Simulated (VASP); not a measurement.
# Na (Im-3m) in VASP: settings compared

The runs below take Na through band structure, with PBE, LDA.

Everything below comes from runs of VASP 6.6.1. Logs are shortened: lines on timing, memory, paths and dates and some standing lists are left out, and cuts for length are marked.

## (1) Starting point

It takes space group Im-3m (No. 229, cubic). The conventional cell has a = 4.171 Å, b = 4.171 Å, c = 4.171 Å, α = 90.00°, β = 90.00°, γ = 90.00°. Around Na (site symmetry m-3m) lie 8 Na at 3.61 Å.

## (2) Band structure, PBE

Contents of INCAR:

```
PREC = Accurate ; ENCUT = 520
EDIFF = 1E-6 ; ISMEAR = 1
SIGMA = 0.1 ; LREAL = False
LASPH = True ; NELM = 80
ALGO = Fast ; ISIF = 2
LWAVE = False ; LCHARG = False
GGA = PE ; NBANDS = 10
```

Contents of KPOINTS:

```
Automatic mesh
0
Gamma
  12 12 12
```

Contents of POSCAR:

```
Na                                      
1.0
   -2.0853890600      2.0853890600      2.0853890600
    2.0853890600     -2.0853890600      2.0853890600
    2.0853890600      2.0853890600     -2.0853890600
  Na            
     1
Direct
     0.0000000000000000    0.0000000000000000    0.0000000000000000
```

Contents of KPOINTS_OPT:

```
explicit points
188
Reciprocal
 0.0000000000  0.0000000000  0.0000000000 1
 0.0263157895 -0.0263157895  0.0263157895 1
 0.0526315789 -0.0526315789  0.0526315789 1
 0.0789473684 -0.0789473684  0.0789473684 1
 0.1052631579 -0.1052631579  0.1052631579 1
 0.1315789474 -0.1315789474  0.1315789474 1
[... 180 lines left out ...]
-0.0168663000  0.0168663000  0.5000000000 1
 0.0168663000 -0.0168663000  0.5000000000 1
```

Potentials or basis: VASP PAW PBE potentials, release 64 (Na_pv).

Launch:

```bash
$ cat potpaw_PBE.64/Na_pv/POTCAR > POTCAR
$ mpirun -np 1 vasp_std > vasp.out
```

OUTCAR:

```text
PREC = Accurate
   ENCUT = 520
   EDIFF = 1E-6
   ISMEAR = 1
   LREAL = False
   LASPH = True
   NELM = 80
   ISIF = 2
   GGA = PE

 ion  position               nearest neighbor table
   1  0.000  0.000  0.000-

  LATTYP: Found a body centered cubic cell.
 ALAT       =     4.1707781200

  Lattice vectors:

 A1 = (  -2.0853890600,   2.0853890600,   2.0853890600)
 A2 = (   2.0853890600,  -2.0853890600,   2.0853890600)
 A3 = (   2.0853890600,   2.0853890600,  -2.0853890600)

Analysis of symmetry for initial positions (statically):
=====================================================================
 Subroutine PRICEL returns:
 Original cell was already a primitive cell.

 Routine SETGRP: Setting up the symmetry group for a
 body centered cubic supercell.

 Subroutine GETGRP returns: Found 48 space group operations
 (whereof 48 operations were pure point group operations)
 out of a pool of 48 trial point group operations.

The static configuration has the point symmetry O_h .

Analysis of symmetry for dynamics (positions and initial velocities):
=====================================================================
 Subroutine PRICEL returns:
 Original cell was already a primitive cell.

 Routine SETGRP: Setting up the symmetry group for a
 body centered cubic supercell.

 Subroutine GETGRP returns: Found 48 space group operations
 (whereof 48 operations were pure point group operations)
 out of a pool of 48 trial point group operations.

The dynamic configuration has the point symmetry O_h .

 Subroutine INISYM returns: Found 48 space group operations
 (whereof 48 operations are pure point group operations),
 and found     1 'primitive' translations

----------------------------------------------------------------------------------------

                                     Primitive cell

  volume of cell :      36.2762

  direct lattice vectors                    reciprocal lattice vectors
    -2.085389060  2.085389060  2.085389060     0.000000000  0.239763414  0.239763414
     2.085389060 -2.085389060  2.085389060     0.239763414  0.000000000  0.239763414
     2.085389060  2.085389060 -2.085389060     0.239763414  0.239763414  0.000000000

  length of vectors
     3.611999805  3.611999805  3.611999805     0.339076671  0.339076671  0.339076671

  position of ions in fractional coordinates (direct lattice)
     0.000000000  0.000000000  0.000000000

  ion indices of the primitive-cell ions
   primitive index   ion index
                 1           1

----------------------------------------------------------------------------------------

 KPOINTS: Automatic mesh

Automatic generation of k-mesh.
 Grid dimensions read from file:
 generate k-points for:   12   12   12

 Generating k-lattice:

  Cartesian coordinates                     Fractional coordinates (reciprocal lattice)
     0.000000000  0.019980284  0.019980284     0.083333333  0.000000000  0.000000000
     0.019980284  0.000000000  0.019980284     0.000000000  0.083333333  0.000000000
     0.019980284  0.019980284  0.000000000     0.000000000  0.000000000  0.083333333

  Length of vectors
     0.028256389  0.028256389  0.028256389

  Shift w.r.t. Gamma in fractional coordinates (k-lattice)
     0.000000000  0.000000000  0.000000000

 Subroutine IBZKPT returns following result:
 ===========================================

 Found     72 irreducible k-points:

 Following reciprocal coordinates:
            Coordinates               Weight
  0.000000  0.000000  0.000000      1.000000
  0.083333  0.000000  0.000000     12.000000
  0.166667  0.000000  0.000000     12.000000
  0.250000  0.000000  0.000000     12.000000
  0.333333  0.000000  0.000000     12.000000
  0.416667  0.000000  0.000000     12.000000
[... 16 lines left out ...]
  0.333333  0.083333  0.083333     24.000000
  0.416667  0.083333  0.083333     12.000000
 [... further k-points ...]
   k-points           NKPTS =     72   k-points in BZ     NKDIM =     72   number of bands    NBANDS=     10
   number of dos      NEDOS =    301   number of ions     NIONS =      1
   total plane-waves  NPLWV =  21952
   dimension x,y,z NGX =    28 NGY =   28 NGZ =   28
   dimension x,y,z NGXF=    56 NGYF=   56 NGZF=   56
   ions per type =               1
   NGX,Y,Z   is equivalent  to a cutoff of  12.89, 12.89, 12.89 a.u.
   NGXF,Y,Z  is equivalent  to a cutoff of  25.77, 25.77, 25.77 a.u.
 SYSTEM =  unknown system
   PREC   = accura    normal or accurate (medium, high low for compatibility)
   ISTART =      0    job   : 0-new  1-cont  2-samecut
   ICHARG =      2    charge: 1-file 2-atom 10-const
   ISPIN  =      1    spin polarized calculation?
   LNONCOLLINEAR =      F non collinear calculations
   LSORBIT =      F    spin-orbit coupling
   LASPH  =      T    aspherical Exc in radial PAW
   ENCUT  =  520.0 eV  38.22 Ry    6.18 a.u.   6.72  6.72  6.72*2*pi/ulx,y,z
   NELM   =     80;   NELMIN=  2; NELMDL= -5     # of ELM steps
   EDIFF  = 0.1E-05   stopping-criterion for ELM
   LREAL  =      F    real-space projection
   EDIFFG = 0.1E-04   stopping-criterion for IOM
   NSW    =      0    number of steps for IOM
   IBRION =     -1    ionic relax: 0-MD 1-quasi-New 2-CG
   NFREE  =      0    steps in history (QN), initial steepest desc. (CG)
   ISIF   =      2    stress and relaxation
   ISYM   =      2    0-nonsym 1-usesym 2-fastsym
   POTIM  = 0.5000    time-step for ionic-motion
   TEBEG  =    0.0;   TEEND  =   0.0 temperature during run
   PSTRESS=    0.0 pullay stress
   NELECT =       7.0000    total number of electrons
   NUPDOWN=      -1.0000    fix difference up-down
   EMIN   =  10.00;   EMAX   =-10.00  energy-range for DOS
   EFERMI =   0.00;   METHOD = LEGACY
   ISMEAR =     1;   SIGMA  =   0.10  broadening in eV -4-tet -1-fermi 0-gaus
   EFERMI_NEDOS =   21; number of points for ismear=-14 and -15
   IALGO  =     68    algorithm
   IMIX   =      4    mixing-type and parameters
     AMIX     =   0.40;   BMIX     =  1.00
     AMIX_MAG =   1.60;   BMIX_MAG =  1.00
  volume/ion in A,a.u.               =      36.28       244.80
  Fermi-wavevector in a.u.,A,eV,Ry     =   0.946020  1.787719 12.176592  0.894954
  Thomas-Fermi vector in A             =   2.073978
   LORBIT       =      0    0 simple, 1 ext, 2 COOP (PROOUT), +10 PAW based schemes
   GGA     = PE    functional components
   LHFCALC =     F    Hartree Fock is set to
   AEXX    =    0.0000 exact exchange contribution
   IVDW    =     0    specifies the selected vdW correction
   LEPSILON=     F    determine dielectric tensor
   LRPA    =     F    only Hartree local field effects (RPA)
 non-spin polarized calculation
 RMM-DIIS sequential band-by-band and
 Methfessel and Paxton  Order N= 1 SIGMA  =   0.10
  energy-cutoff  :      520.00
  volume of cell :       36.28
 maximum number of plane-waves:       992
   NGX = 13   NGY = 13   NGZ = 13

 number of electron       6.9999995 magnetization

 Free energy of the ion-electron system (eV)
  ---------------------------------------------------
  ext. energy  EPLUGINS =         0.00000000
  ---------------------------------------------------
  free energy    TOTEN  =        -1.30793476 eV

  energy without entropy =       -1.30715916  energy(sigma->0) =       -1.30767622

 E-fermi :   0.3506     XC(G=0):  -6.5588

 val. band max:        0.3201286760   @ k =  -0.3333   0.4167   0.1667
 cond. band min:       0.4333581456   @ k =   0.3333   0.1667   0.0000
 fundamental gap:      0.1132294696
 Fermi energy:         0.3506095254

 k-point     1 :       0.0000    0.0000    0.0000
  band No.  band energies     occupation
      1     -24.4912      2.00000
      2     -24.4912      2.00000
      3     -24.4912      2.00000
      4      -2.9319      2.00000
      5      12.2663      0.00000
      6      12.2663      0.00000
      7      12.2663      0.00000
      8      13.2787      0.00000
      9      13.2787      0.00000
     10      13.8450      0.00000

 k-point     2 :       0.0833    0.0000    0.0000
  band No.  band energies     occupation
      1     -24.4938      2.00000
      2     -24.4921      2.00000
      3     -24.4912      2.00000
      4      -2.8076      2.00000
      5      10.7523      0.00000
      6      11.5340      0.00000
      7      11.8253      0.00000
      8      12.4014      0.00000
      9      12.7136      0.00000
     10      14.2233      0.00000

 k-point     3 :       0.1667    0.0000    0.0000
  band No.  band energies     occupation
      1     -24.5009      2.00000
      2     -24.4944      2.00000
      3     -24.4912      2.00000
      4      -2.4366      2.00000
      5       8.5519      0.00000
      6      10.5497      0.00000
      7      11.1157      0.00000
      8      11.4633      0.00000
      9      12.3384      0.00000
     10      14.3867      0.00000

 k-point     4 :       0.2500    0.0000    0.0000
  band No.  band energies     occupation
      1     -24.5105      2.00000
      2     -24.4977      2.00000
      3     -24.4912      2.00000
      4      -1.8243      2.00000
      5       6.4850      0.00000
      6       9.7433      0.00000
      7      10.5054      0.00000
      8      10.7258      0.00000
      9      11.8187      0.00000
     10      14.9288      0.00000
[... 222 lines left out ...]
 k-point    22 :       0.2500    0.0833    0.0833
  band No.  band energies     occupation
      1     -24.5205      2.00000
      2     -24.5008      2.00000
      3     -24.4934      2.00000
      4      -0.7406      2.00000
      5       4.7908      0.00000
      6       7.1377      0.00000
      7       8.2950      0.00000
      8      12.6771      0.00000
      9      13.3685      0.00000
     10      15.7733      0.00000

 k-point    23 :       0.3333    0.0833    0.0833
  band No.  band energies     occupation
      1     -24.5252      2.00000
      2     -24.5043      2.00000
      3     -24.4935      2.00000
      4       0.3172      1.53257
      5       3.1287      0.00000
      6       6.7992      0.00000
      7       7.9537      0.00000
      8      12.3569      0.00000
      9      13.1513      0.00000
     10      16.5008      0.00000

 k-point    24 :       0.4167    0.0833    0.0833
  band No.  band energies     occupation
      1     -24.5269      2.00000
      2     -24.5056      2.00000
      3     -24.4936      2.00000
      4       1.3742     -0.00000
      5       1.8690     -0.00000
      6       6.6864      0.00000
      7       7.8399      0.00000
      8      12.2489      0.00000
      9      13.0702      0.00000
     10      16.9624      0.00000

 [... further k-points ...]

------------------------ aborting loop because EDIFF is reached ----------------------------------------

  FORCE on cell =-STRESS in cart. coord.  units (eV):
  Direction    XX          YY          ZZ          XY          YZ          ZX
  --------------------------------------------------------------------------------------
  -------------------------------------------------------------------------------------
  Total        0.0113510      0.0113510      0.0113510      0.0000000     -0.0000000      0.0000000
  in kB        0.5013301      0.5013301      0.5013301      0.0000000     -0.0000000      0.0000000
  external PRESSURE =       0.5013301 kB  Pullay stress =       0.0000000 kB

 VOLUME and BASIS-vectors are now :
 -----------------------------------------------------------------------------
  energy-cutoff  :      520.00
  volume of cell :       36.28
      direct lattice vectors                 reciprocal lattice vectors
    -2.085389060  2.085389060  2.085389060     0.000000000  0.239763414  0.239763414
     2.085389060 -2.085389060  2.085389060     0.239763414  0.000000000  0.239763414
     2.085389060  2.085389060 -2.085389060     0.239763414  0.239763414  0.000000000

 POSITION                                       TOTAL-FORCE (eV/Angst)
 -----------------------------------------------------------------------------------
      0.00000      0.00000      0.00000        -0.000000     -0.000000     -0.000000
 -----------------------------------------------------------------------------------
    total drift:                               -0.000000     -0.000000     -0.000000

  FREE ENERGIE OF THE ION-ELECTRON SYSTEM (eV)
  ---------------------------------------------------
  free  energy   TOTEN  =        -1.3079347564 eV

  energy  without entropy=       -1.3071591558  energy(sigma->0) =       -1.30767622
```

Run time: 20 s. Hardware: 1 thread of Intel Xeon 6975P-C (Granite Rapids), shared host; peak memory 0.17 GiB.

Results:

```
Free energy             : -1.3079 eV
Pressure                : 0.1 GPa
Band gap along the path : none (metal or under the smearing width)
```

Levels at the corners of the path, in eV from the Fermi level:
| point | band 1 | band 2 | band 3 | band 4 | band 5 | band 6 | band 7 | band 8 |
| --- | --- | --- | --- | --- | --- | --- | --- | --- |
| Γ | -24.84 | -24.84 | -24.84 | -3.28 | 11.92 | 11.92 | 11.92 | 12.93 |
| H | -24.87 | -24.87 | -24.87 | 4.60 | 4.60 | 5.01 | 5.01 | 5.01 |
| H | -24.87 | -24.87 | -24.87 | 4.60 | 4.60 | 5.01 | 5.01 | 5.01 |
| N | -24.88 | -24.86 | -24.84 | 0.80 | 1.28 | 8.34 | 9.35 | 9.43 |
| N | -24.88 | -24.86 | -24.84 | 0.80 | 1.28 | 8.34 | 9.35 | 9.43 |
| Γ | -24.84 | -24.84 | -24.84 | -3.28 | 11.92 | 11.92 | 11.92 | 12.93 |
| Γ | -24.84 | -24.84 | -24.84 | -3.28 | 11.92 | 11.92 | 11.92 | 12.93 |
| P | -24.86 | -24.86 | -24.86 | 2.78 | 2.78 | 2.78 | 4.51 | 17.61 |
| P | -24.86 | -24.86 | -24.86 | 2.78 | 2.78 | 2.78 | 4.51 | 17.61 |
| H | -24.87 | -24.87 | -24.87 | 4.60 | 4.60 | 5.01 | 5.01 | 5.01 |
| P | -24.86 | -24.86 | -24.86 | 2.78 | 2.78 | 2.78 | 4.51 | 17.61 |
| N | -24.88 | -24.86 | -24.84 | 0.80 | 1.28 | 8.34 | 9.35 | 9.43 |

(Continued in part 2 of 2.)
